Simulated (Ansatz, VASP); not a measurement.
**HfB5 in VASP and in Ansatz**

INCAR

```
SYSTEM = HfB5
  ALGO = Normal
  EDIFF = 1E-6
  EDIFFG = -0.01
  ENCUT = 600
  GGA = PE
  IBRION = 2
  ISIF = 3
  ISMEAR = 0
  LASPH = .True.
  LCHARG = .False.
  LREAL = .False.
  LWAVE = .False.
  NELM = 60
  NSW = 100
  PREC = Accurate
  SIGMA = 0.1
```

The input KPOINTS:

```
k-points
0
Gamma
  12 12 12
  0 0 0
```

POSCAR

```
HfB5
1.0
    0.0000000000      2.9670284067      2.9670284067
    2.9670284067      0.0000000000      2.9670284067
    2.9670284067      2.9670284067      0.0000000000
Hf B
1 5
Direct
    0.0000000000      0.0000000000      0.0000000000
    0.2500000000      0.2500000000      0.2500000000
    0.6091128285      0.6091128285      0.6091128285
    0.1726615144      0.6091128285      0.6091128285
    0.6091128285      0.6091128285      0.1726615144
    0.6091128285      0.1726615144      0.6091128285
```

Input for Ansatz:

```yaml
crystal:
  lattice:
    - [0.0, 2.9670284067, 2.9670284067]
    - [2.9670284067, 0.0, 2.9670284067]
    - [2.9670284067, 2.9670284067, 0.0]
  atoms:
    - { symbol: Hf, position: [0.0, 0.0, 0.0] }
    - { symbol: B, position: [0.25, 0.25, 0.25] }
    - { symbol: B, position: [0.6091128285, 0.6091128285, 0.6091128285] }
    - { symbol: B, position: [0.1726615144, 0.6091128285, 0.6091128285] }
    - { symbol: B, position: [0.6091128285, 0.6091128285, 0.1726615144] }
    - { symbol: B, position: [0.6091128285, 0.1726615144, 0.6091128285] }
basis:
  ecutwfc: 420
kpoints:
  mp_grid: { grid: [12, 12, 12] }
hamiltonian:
  xc: pbe
scf:
  occupations: { method: gaussian, width: 0.1 }
output:
  forces: true
  stress: true
  eigenvalues: true
  write_density: true
  write_potential: true
  elf: true
  volumetric_format: npy
relax:
  adjacent_minimum: "off"
  f_tol: 0.01
  max_steps: 80
  cell: { stress_tol: 0.05 }
```

Change from the starting cell: species swapped into the CaAu5 type (F-43m, No. 216).

Alike in both runs: task relaxation of cell and atoms; functional PBE; k mesh 12 × 12 × 12; occupations gaussian, width 0.1 eV; no spin polarisation.

```csv
,VASP,Ansatz
version,VASP 6.6.1,Ansatz 0.2.0
potentials or method,"VASP PAW PBE potentials, release 64 (Hf_pv, B)","scalar-relativistic, plane waves, PAW"
plane-wave cutoff (eV),600,420
valence electrons in the cell,25,41
```

```tsv
	VASP	Ansatz	Ansatz less VASP
gap on the k mesh at the Fermi level, each at its own relaxed structure (eV)	none	none	-
relaxed volume (Å³/atom)	8.73	8.72	-0.015
relaxed cell length with the largest relative difference (Å)	4.201	4.198	-0.0024
```

A gap of «none» marks a metal or a gap that the smearing closes. The two sets of potentials don't hold the same shells in valence.

Spin-orbit coupling is left out, which matters for the levels of Hf.
